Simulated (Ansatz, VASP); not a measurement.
## Cross-check of Ga (dimer Ga chain) between VASP and Ansatz

One calculation is typed for both programs; each brings its own data sets. How far apart do they land? The structure shown is the start of the Ansatz relaxation below; VASP solves that cell, so the two are compared at the walk's first step. Other levels of theory on this material are compared in a session of their own.

Method: plane waves, with VASP 6.6.1 beside it; single point at PBEsol and single point at r2SCAN, in Ansatz 0.2.0.

**1. The structure**

The cell holds 2 atoms: 2 Ga. Cell: a = 7.500 Å, b = 7.500 Å, c = 4.636 Å, α = 90.0°, β = 90.0°, γ = 90.0°. Vacuum lies along a and b. The structure's axis is c.

**2. Ansatz: relaxation, PBEsol**

Ansatz runs on its default PAW (the set named soft_2) files.

The two programs are compared at the cell with which this relaxation starts, whose forces are those of its first step.

Input file input.yaml:

```yaml
crystal:
  lattice:
    - [7.5, 0.0, 0.0]
    - [0.0, 7.5, 0.0]
    - [0.0, 0.0, 4.636]
  atoms:
    - { symbol: Ga, position: [0.5, 0.5, 0.0], spin: 0.5 }
    - { symbol: Ga, position: [0.5, 0.5, 0.45], spin: 0.5 }
magnetization:
  spin_polarized: true
kpoints:
  mp_grid: { grid: [1, 1, 18] }
scf:
  occupations: { method: fermi_dirac, width: 0.05 }
hamiltonian:
  xc: pbesol
relax:
  cell: { fix: [a, b, alpha, beta, gamma] }
  max_steps: 60
```

On the command line:

```bash
$ ansatz run input.yaml --threads 4 --pin off --max-ram 8192MiB --backend cpu --events-out ev --progress --plain --runs-dir out
```

Numbers of over 12 decimals in the logs are rounded to 6 here.

The log of the run:

```text
Engine: ansatz 0.2.0, aarch64-unknown-linux-gnu
Pseudopotentials: kind: paw
Pseudopotential: Ga, paw, valence charge 13, recommended cutoff 420 eV (normal), Ga.paw.azcp
Functional definition: PBEsol
  exchange = pbesol_x
  correlation = pbesol_c
Crystal: 2 atoms, lattice volume = 260.775 Å³
Basis set: ecut = 420 eV, 5111 PW (Γ), exchange–correlation on 108×108×64 points (8 copies of the dense FFT grid, shifted against one another)
Bands: 18, of which v1, the nominal top of the filled ones, is band 13 counted from 1 (12 counted from 0)
Symmetry: 16 space group operations
Space group: P4/mmm (ITA 123), of the structure as read, at distance tolerance 6.4e-5 Å
Magnetic group: BNS 123.339 (UNI 999), of the structure as read, at distance tolerance 6.4e-5 Å
k-points: 10 of 18
Non-local potential: Ga, projectors of the file, l = 0: 2, l = 1: 2, l = 2: 3, l = 3: 1
PAW form: soft (Blöchl's): semilocal exchange-correlation on the pseudo side does not see the compensation charge
PAW frozen core: Ga, regenerated for the run's functional, and the local potential with it (the file was generated under x = pbe(κ = 0.804, μ = 0.219515), c = pbe(β = 0.066725))
PAW one-centre angular grid: Ga, 590 points (default); XC on 64 Gauss nodes
Initial density: superposition of atomic densities (neutral atoms: chi_scale 0, normalization atom)
Starting moments: Σ|m| = 1 μB on 2 of 2 sites
Initial wavefunctions: pseudopotential atomic-orbital guess
Functional: x = pbesol(κ = 0.804, μ = 0.123457), c = pbesol(β = 0.046)
iter 1 solved again at ethr=2.33e-3 eV; its pass at ethr=3.10e-3 eV (dr2=6.06e-1 eV) is discarded
SCF iter   1: F=—  HF=-7482.861719 eV  |F-HF|=—  |Δ(HF+E_count)|=         —  Δρ=2.27e-2 (↑2.27e-2 ↓2.05e-2)  dr2=6.12e-1  dr2_m=1.00e0  M=0.191 μB ∫|m|=0.191 μB  β_m=0.30  ethr=2.33e-3  ⟨swp⟩=1.0  Hψ=2289  notcnv=0
preconditioner: auto → LDOS  [metal: Δε(μ)=0.139 eV  Ē_g=15.586 eV  σ=0.050 eV  W_gap=0.45  n_scr=30 (ndim 8)  ℏωp=11.7 eV  f_vac=0.641  D(μ)=2.82/eV (n_scr^D=10)]
spin=Collinear: LDOS preconditioning applied to the charge; magnetization (m = ρ↑ − ρ↓) channel mixes plain (no charge-response kernel on spin).
SCF iter   2: F=—  HF=-7482.785103 eV  |F-HF|=—  |Δ(HF+E_count)|=   7.66e-2  Δρ=1.51e-2 (↑1.51e-2 ↓1.51e-2)  dr2=2.75e-1  dr2_m=4.99e-1  M=0.164 μB ∫|m|=0.164 μB  β_m=0.30  ethr=2.33e-3  ⟨swp⟩=2.0  Hψ=424  notcnv=0
SCF iter   3: F=—  HF=-7482.717019 eV  |F-HF|=—  |Δ(HF+E_count)|=   6.81e-2  Δρ=1.08e-2 (↑9.70e-3 ↓1.08e-2)  dr2=2.40e-2  dr2_m=2.50e-1  M=0.147 μB ∫|m|=0.148 μB  β_m=0.30  ethr=1.06e-3  ⟨swp⟩=2.6  Hψ=533  notcnv=0
SCF iter   4: F=—  HF=-7482.727372 eV  |F-HF|=—  |Δ(HF+E_count)|=   1.04e-2  Δρ=7.26e-3 (↑7.26e-3 ↓7.25e-3)  dr2=7.02e-3  dr2_m=1.25e-1  M=0.133 μB ∫|m|=0.134 μB  β_m=0.30  ethr=9.24e-5  ⟨swp⟩=3.0  Hψ=787  notcnv=0
SCF iter   5: F=—  HF=-7482.734832 eV  |F-HF|=—  |Δ(HF+E_count)|=   7.46e-3  Δρ=5.12e-3 (↑5.11e-3 ↓5.12e-3)  dr2=1.53e-3  dr2_m=6.23e-2  M=0.119 μB ∫|m|=0.120 μB  β_m=0.30  ethr=2.70e-5  ⟨swp⟩=2.5  Hψ=566  notcnv=0
SCF iter   6: F=—  HF=-7482.738047 eV  |F-HF|=—  |Δ(HF+E_count)|=   3.22e-3  Δρ=3.62e-3 (↑3.60e-3 ↓3.62e-3)  dr2=3.21e-4  dr2_m=3.11e-2  M=0.107 μB ∫|m|=0.109 μB  β_m=0.30  ethr=5.87e-6  ⟨swp⟩=2.5  Hψ=583  notcnv=0
SCF iter   7: F=—  HF=-7482.739630 eV  |F-HF|=—  |Δ(HF+E_count)|=   1.58e-3  Δρ=2.58e-3 (↑2.58e-3 ↓2.51e-3)  dr2=4.23e-5  dr2_m=1.55e-2  M=0.096 μB ∫|m|=0.099 μB  β_m=0.30  ethr=1.24e-6  ⟨swp⟩=2.0  Hψ=521  notcnv=0
Mixer restart at iter 7: flushing history
spin-set hold released at iteration 7 (site moments contracting): the magnetisation degrees of freedom join the quasi-Newton model from the next iteration; the mixer history was flushed
SCF iter   8: F=—  HF=-7482.740446 eV  |F-HF|=—  |Δ(HF+E_count)|=   8.16e-4  Δρ=1.82e-3 (↑1.82e-3 ↓1.78e-3)  dr2=2.41e-5  dr2_m=7.73e-3  M=0.087 μB ∫|m|=0.090 μB  β_m=0.65  ethr=1.63e-7  ⟨swp⟩=2.5  Hψ=631  notcnv=0
SCF iter   9: F=—  HF=-7482.741583 eV  |F-HF|=—  |Δ(HF+E_count)|=   1.14e-3  Δρ=1.08e-4 (↑9.90e-5 ↓1.08e-4)  dr2=1.06e-6  dr2_m=2.55e-5  M=0.053 μB ∫|m|=0.055 μB  β_m=0.82  ethr=9.26e-8  ⟨swp⟩=2.0  Hψ=700  notcnv=0
SCF iter  10: F=—  HF=-7482.741689 eV  |F-HF|=—  |Δ(HF+E_count)|=   1.06e-4  Δρ=7.68e-5 (↑7.52e-5 ↓7.68e-5)  dr2=2.98e-7  dr2_m=1.38e-5  M=0.040 μB ∫|m|=0.042 μB  β_m=0.91  ethr=4.07e-9  ⟨swp⟩=3.0  Hψ=676  notcnv=0
SCF iter  11: F=—  HF=-7482.741808 eV  |F-HF|=—  |Δ(HF+E_count)|=   1.19e-4  Δρ=3.39e-5 (↑2.78e-5 ↓3.39e-5)  dr2=1.32e-6  dr2_m=1.87e-6  M=0.015 μB ∫|m|=0.016 μB  β_m=0.89  ethr=1.15e-9  ⟨swp⟩=3.5  Hψ=891  notcnv=0
SCF iter  12: F=—  HF=-7482.741822 eV  |F-HF|=—  |Δ(HF+E_count)|=   1.40e-5  Δρ=1.97e-5 (↑1.97e-5 ↓1.40e-5)  dr2=6.35e-7  dr2_m=4.46e-7  M=0.007 μB ∫|m|=0.008 μB  β_m=0.79  ethr=1.15e-9  ⟨swp⟩=3.0  Hψ=840  notcnv=0
[...]
SCF iter   6: F=-7483.292241 eV  HF=-7483.292241 eV  |F-HF|=1.84e-10  |Δ(HF+E_count)|=   4.81e-9  Δρ=1.44e-7 (↑1.33e-7 ↓1.44e-7)  dr2=5.58e-11  dr2_m=3.07e-11  M=-0.000 μB ∫|m|=0.000 μB  ethr=1.41e-11  ⟨swp⟩=1.0  Hψ=1064  notcnv=0
the starting moments were not kept: the SCF closed with an absolute magnetisation of 1.9e-5 μB, where they sum to 1 μB in size (2 sites). That is at most 0.1 of that sum. Measured as dr2_m measures the in/out step, that magnetisation stands 1.4e-11 eV from none, at or under the dr2_threshold of 2.0e-7 eV: it is no larger than a step whose dr2_m would equal this threshold.
SCF 3 converged in 6 iterations: F = -7483.292241 eV  dr2 = 5.58e-11
relax step   3: F+E_penalty+E_count = -7483.29224121 eV  Δ(F+E_penalty+E_count) = -7.240e-4 eV  max|allowed force component| = 9.375e-2 eV/Å  Δτ_max = 0.0019 Å  P = +0.131 GPa  Ω = 254.264 Å³  energy of the carried Pulay correction = +2.101e-4 eV  fix = [a, b, alpha, beta, gamma]  reactions: a +0.186, b +0.186 GPa  (6 SCF iters, dr2 threshold 2.00e-7 eV, accepted)
[...]
relax step   4: F+E_penalty+E_count = -7483.29243424 eV  Δ(F+E_penalty+E_count) = -1.930e-4 eV  max|allowed force component| = 2.094e-3 eV/Å  Δτ_max = 0.0020 Å  P = +0.125 GPa  Ω = 254.336 Å³  energy of the carried Pulay correction = +2.078e-4 eV  fix = [a, b, alpha, beta, gamma]  reactions: a +0.186, b +0.186 GPa  (6 SCF iters, dr2 threshold 2.00e-7 eV, accepted)
[...]
relax step   5: F+E_penalty+E_count = -7483.29227497 eV  Δ(F+E_penalty+E_count) = +1.593e-4 eV  max|allowed force component| = 2.094e-3 eV/Å  Δτ_max = 0.0000 Å  P = +0.124 GPa  Ω = 254.336 Å³  fix = [a, b, alpha, beta, gamma]  reactions: a +0.186, b +0.186 GPa  stress off target by 2.31e-4 GPa on what of the cell is left free  SCF on the basis re-selected at this cell (its energy is not comparable with the rows above)  (5 SCF iters)
basis re-selected at this cell: Δ(F+E_penalty+E_count) = +1.593e-4 eV, ΔP = -0.000 GPa vs the last step (what re-selecting the basis moved, of the pressure what is left beyond the Pulay correction that the steps carried, after the strain that the cell walked since its last selection, with what the two solves' SCF thresholds leave and, on support functions, any second-order correction that the steps lacked; it is no m [...]
SCF converged after 5 iterations
Magnetization: -0.0000 μB (13.0000 up, 13.0000 down)
Absolute magnetization: 0.0000 μB (∫|ρ↑−ρ↓|, with the PAW one-centre terms)
Spin contamination: 0.0000 ħ² per cell (⟨S²⟩ above its minimum at these occupations)
Per-site moments (μB) at R_I (Å): [(-1.6570870446793827e-8, 0.932527), (-1.6570870403556114e-8, 0.932527)]
Free energy (F): -7483.292275 eV
Harris-Foulkes:  -7483.292275 eV  (|F-HF|=1.18e-11)
Internal energy: -7483.277839 eV  (E = F + TS)
E sigma→0 (E₀):  -7483.285057 eV
Entropy (-TS):   -0.014435 eV (-7.218 meV/atom)
Fermi energy:    -2.170859 eV
--- Per-component energies (eV) ---
  E_band       = -383.316526
  E_kinetic    = 228.908259
  E_local      = -7552.679765  (includes V_loc(G=0)·N_el)
  E_nonlocal   = 845.691300
  E_hartree    = 3508.639901
  E_xc         = -134.794551
  E_vxc        = -112.747473  (∫ρ·V_xc dr)
  E_paw        = -3891.505225  (= ΣΔE_a)
  E_vpaw       = -809.768737  (= ΣTr[D̂ρ^β])
  E_aug_tail   = -0.000238  (compensation charges beyond the density's cutoff)
  E_ewald      = -489.263476
  E_core_change = 1.725956  (= ΣΔE_core)
  E_smearing   = -0.014435  (= −TS)
  E_closure    = 0.000000  (closes the sum)
  Σ components = -7483.292275   (vs F -7483.292275, Δ=0.00e0)
--- Forces (eV/Å), atoms counted from 1 ---
  atom   1  Ga     0.00000000     0.00000000    -0.00209360
  atom   2  Ga     0.00000000     0.00000000     0.00209360
  max |Σ_I F_I| component: 4.34e-19 eV/Å
--- Stress (GPa, compression-positive) ---
        0.186308       0.000000       0.000000
        0.000000       0.186308       0.000000
        0.000000       0.000000       0.000231
  P = ⅓ Tr σ = 0.1243 GPa (1.243 kbar)
--- Relaxed structure (4 steps of the walk, 4 accepted, 1 SCFs on fresh bases) ---
  F+E_penalty+E_count = -7483.29227497 eV   max|allowed force component| = 2.094e-3 eV/Å   (the final SCF, on the basis selected at the relaxed cell)
  cell:  # Å, volume = 254.3357 Å³
    - [7.5, 0.0, 0.0]
    - [0.0, 7.5, 0.0]
    - [0.0, 0.0, 4.521523]
  atoms:
    - { symbol: Ga, position: [0.5, 0.5, -0.024990] }
    - { symbol: Ga, position: [0.5, 0.5, 0.474990] }
```

In the SCF lines HF is the Harris–Foulkes energy and dr2 the Hartree energy of the density residual, in eV; the loop may stop once dr2 is under the threshold and the program's other checks hold. Hψ counts applications of the Hamiltonian.

**3. VASP: single point, PBEsol, start cell**

The same cell, functional, mesh and smearing now go to VASP, with its own data sets.

Lines of VASP's logs that name or quote its potential files are left out, and so is its time.

Input file INCAR:

```
SYSTEM = Ga
PREC = Accurate
ENCUT = 400
EDIFF = 1E-06
NELM = 200
ISMEAR = -1
SIGMA = 0.05
LREAL = .FALSE.
ALGO = Normal
GGA = PS
NBANDS = 20
ISPIN = 2
MAGMOM = -0 -0
LORBIT = 11
LWAVE = .FALSE.
LCHARG = .FALSE.
ISIF = 2
LASPH = .TRUE.
GGA_COMPAT = .FALSE.
KPAR = 2
```

Input file POSCAR:

```
Ga
1.0
    7.5000000000      0.0000000000      0.0000000000
    0.0000000000      7.5000000000      0.0000000000
    0.0000000000      0.0000000000      4.6360000000
Ga
2
Direct
    0.5000000000      0.5000000000      0.0000000000
    0.5000000000      0.5000000000      0.4500000000
```

Input file KPOINTS:

```
Automatic mesh
0
Gamma
1 1 18
0 0 0
```

PAW data sets: Ga_d (PBE family, release 64).

On the command line:

```bash
$ mpirun -np 2 vasp_std
```

The log of the run:

```text
[banner, memory and clock lines left out]
running    2 mpi-ranks, on    1 nodes
 distrk:  each k-point on    1 cores,    2 groups
 distr:  one band on    1 cores,    1 groups

 POSCAR found type information on POSCAR Ga
 POSCAR found :  1 types and       2 ions
|                                                                             |
|               ----> ADVICE to this user running VASP <----                  |
|                                                                             |
|     You enforced a specific xc type in the INCAR file but a different       |
|     [... a line on the potential file left out ...]
|     I HOPE YOU KNOW WHAT YOU ARE DOING!                                     |
|                                                                             |

 LDA part: xc-table for (Slater+PW92), standard interpolation
 POSCAR, INCAR and KPOINTS ok, starting setup
 FFT: planning ... GRIDC
 FFT: planning ... GRID_SOFT
 FFT: planning ... GRID
 WAVECAR not read
 entering main loop
       N       E                     dE             d eps       ncg     rms          rms(c)
DAV:   1     0.113294459853E+03    0.11329E+03   -0.10847E+04   856   0.977E+02
DAV:   2     0.523534110573E+01   -0.10806E+03   -0.10615E+03   944   0.226E+02
DAV:   3    -0.301800589666E+01   -0.82533E+01   -0.82067E+01   932   0.738E+01
DAV:   4    -0.326233168250E+01   -0.24433E+00   -0.24338E+00   992   0.140E+01
DAV:   5    -0.326950216864E+01   -0.71705E-02   -0.71683E-02  1012   0.232E+00    0.244E+00
DAV:   6    -0.311550786318E+01    0.15399E+00   -0.10381E-01   900   0.364E+00    0.135E+00
DAV:   7    -0.303568826430E+01    0.79820E-01   -0.21258E-01   824   0.280E+00    0.197E-01
DAV:   8    -0.303822868441E+01   -0.25404E-02   -0.19665E-02   860   0.134E+00    0.118E-01
DAV:   9    -0.303944275597E+01   -0.12141E-02   -0.38726E-03   808   0.590E-01    0.570E-02
DAV:  10    -0.303995270007E+01   -0.50994E-03   -0.77745E-04   856   0.311E-01    0.337E-02
DAV:  11    -0.304014624219E+01   -0.19354E-03   -0.41812E-04   836   0.150E-01    0.220E-02
DAV:  12    -0.304018632366E+01   -0.40081E-04   -0.56902E-05   856   0.504E-02    0.123E-02
DAV:  13    -0.304028790723E+01   -0.10158E-03   -0.56218E-05   816   0.408E-02    0.106E-02
DAV:  14    -0.304036887179E+01   -0.80965E-04   -0.17846E-05   808   0.261E-02    0.235E-03
DAV:  15    -0.304038328293E+01   -0.14411E-04   -0.38927E-06   664   0.124E-02    0.242E-03
DAV:  16    -0.304039169788E+01   -0.84150E-05   -0.17975E-06   640   0.675E-03    0.762E-04
DAV:  17    -0.304039190001E+01   -0.20213E-06   -0.15929E-07   676   0.397E-03
   1 F= -.30403919E+01 E0= -.30295077E+01  d E =-.217684E-01  mag=    -0.0000
```

From OUTCAR (step 3):

```text
ion  position               nearest neighbor table
   1  0.500  0.500  0.000-   2 2.09   2 2.55
   2  0.500  0.500  0.450-   1 2.09   1 2.55

  LATTYP: Found a simple tetragonal cell.
 ALAT       =     7.5000000000
 C/A-ratio  =     0.6181333333

 Subroutine GETGRP returns: Found 16 space group operations
 (whereof  8 operations were pure point group operations)

The static configuration has the point symmetry C_4v.
 The point group associated with its full space group is D_4h.

 Found     10 irreducible k-points:

   k-points           NKPTS =     10   k-points in BZ     NKDIM =     10   number of bands    NBANDS=     20

   dimension x,y,z NGX =    50 NGY =   50 NGZ =   30
   dimension x,y,z NGXF=   100 NGYF=  100 NGZF=   60

   ENCUT  =  400.0 eV  29.40 Ry    5.42 a.u.  12.23 12.23  7.56*2*pi/ulx,y,z

   NELECT =      26.0000    total number of electrons

 k-points in reciprocal lattice and weights: Automatic mesh
   0.00000000  0.00000000  0.00000000       0.056
   0.00000000  0.00000000  0.05555556       0.111
   0.00000000  0.00000000  0.11111111       0.111
   0.00000000  0.00000000  0.16666667       0.111
   0.00000000  0.00000000  0.22222222       0.111
   0.00000000  0.00000000  0.27777778       0.111
   0.00000000  0.00000000  0.33333333       0.111
   0.00000000  0.00000000  0.38888889       0.111
   0.00000000  0.00000000  0.44444444       0.111
   0.00000000  0.00000000  0.50000000       0.056

 average (electrostatic) potential at core
       1 -73.3513       2 -73.3513

 E-fermi :  -2.8309

 spin component 1
 k-point     1 :       0.0000    0.0000    0.0000
  band No.  band energies     occupation
    ...
     10     -17.4476      1.00000
     11     -10.6989      1.00000
     12      -4.1436      1.00000
     13      -3.2744      0.99986
     14      -3.2744      0.99986
     15      -2.8155      0.42358
     16       0.2877      0.00000
     17       1.7500      0.00000
     18       3.0089      0.00000
     19       3.0089      0.00000
    ...

 k-point     2 :       0.0000    0.0000    0.0556
  band No.  band energies     occupation
    ...
     10     -17.4548      1.00000
     11     -10.6816      1.00000
     12      -4.4933      1.00000
     13      -3.2512      0.99978
     14      -3.2512      0.99978
     15      -2.4206      0.00027
     16       0.3092      0.00000
     17       1.7713      0.00000
     18       2.8052      0.00000
     19       2.8052      0.00000
    ...

 k-point     3 :       0.0000    0.0000    0.1111
  band No.  band energies     occupation
    ...
     10     -17.4762      1.00000
     11     -10.6300      1.00000
     12      -5.1106      1.00000
     13      -3.1818      0.99910
     14      -3.1818      0.99910
     15      -1.6682      0.00000
     16       0.3742      0.00000
     17       1.8354      0.00000
     18       2.3432      0.00000
     19       2.3432      0.00000
    ...

 k-point     4 :       0.0000    0.0000    0.1667
  band No.  band energies     occupation
    ...
     10     -17.5104      1.00000
     11     -10.5446      1.00000
     12      -5.7424      1.00000
     13      -3.0669      0.99117
     14      -3.0669      0.99117
     15      -0.8146      0.00000
     16       0.4845      0.00000
     17       1.7936      0.00000
     18       1.7936      0.00000
     19       1.9423      0.00000
    ...

 k-point     5 :       0.0000    0.0000    0.2222
  band No.  band energies     occupation
    ...
     10     -17.5552      1.00000
     11     -10.4266      1.00000
     12      -6.3403      1.00000
     13      -2.9082      0.82424
     14      -2.9082      0.82424
     15       0.0762      0.00000
     16       0.6523      0.00000
     17       1.2303      0.00000
     18       1.2303      0.00000
     19       2.0918      0.00000
    ...

 k-point     6 :       0.0000    0.0000    0.2778
  band No.  band energies     occupation
    ...
      8     -17.7514      1.00000
      9     -17.7514      1.00000
     10     -17.6071      1.00000
     11     -10.2790      1.00000
     12      -6.8882      1.00000
     13      -2.7081      0.07898
     14      -2.7081      0.07898
     15       0.6843      0.00000
     16       0.6843      0.00000
     17       0.7408      0.00000
    ...

  Total        0.1704282      0.1704282      2.1218894      0.0000000      0.0000000      0.0000000
  in kB        1.0470952      1.0470952     13.0366911      0.0000000      0.0000000      0.0000000
  external PRESSURE =       5.0436272 kB  Pullay stress =       0.0000000 kB

  energy-cutoff  :      400.00
  volume of cell :      260.78
      direct lattice vectors                 reciprocal lattice vectors
     7.500000000  0.000000000  0.000000000     0.133333333  0.000000000  0.000000000
     0.000000000  7.500000000  0.000000000     0.000000000  0.133333333  0.000000000
     0.000000000  0.000000000  4.636000000     0.000000000  0.000000000  0.215703192

 POSITION                                       TOTAL-FORCE (eV/Angst)
 -----------------------------------------------------------------------------------
      3.75000      3.75000      0.00000         0.000000      0.000000     -4.823161
      3.75000      3.75000      2.08620         0.000000     -0.000000      4.823161
 -----------------------------------------------------------------------------------
    total drift:                               -0.000000     -0.000000      0.000000

  FREE ENERGIE OF THE ION-ELECTRON SYSTEM (eV)
  ---------------------------------------------------
  free  energy   TOTEN  =        -3.0403919000 eV

  energy  without entropy=       -3.0186234871  energy(sigma->0) =       -3.02950769

 total charge
# of ion       s       p       d       tot
------------------------------------------
    1        1.016   0.703   9.931  11.651
    2        1.016   0.703   9.931  11.651
--------------------------------------------------
tot          2.033   1.406  19.862  23.302

 magnetization (x)
# of ion       s       p       d       tot
------------------------------------------
    1       -0.000  -0.000  -0.000  -0.000
    2       -0.000  -0.000  -0.000  -0.000
--------------------------------------------------
tot         -0.000  -0.000  -0.000  -0.000

[... 5 further parts left out ...]
```

[end of part 1 of 2]

[Lines on the potential files, build, host, timing and source positions are cut from VASP's logs without a mark.]

[Logs are printed without paths, hosts, clocks, repeated set-up lines and the standing remarks that a program may print on its own settings, such as how far it seeks lower states.]

[Hosts, paths, dates, database ids (printed as entryN), source tags and the programs' standing remarks are cut or masked in the printed files.]
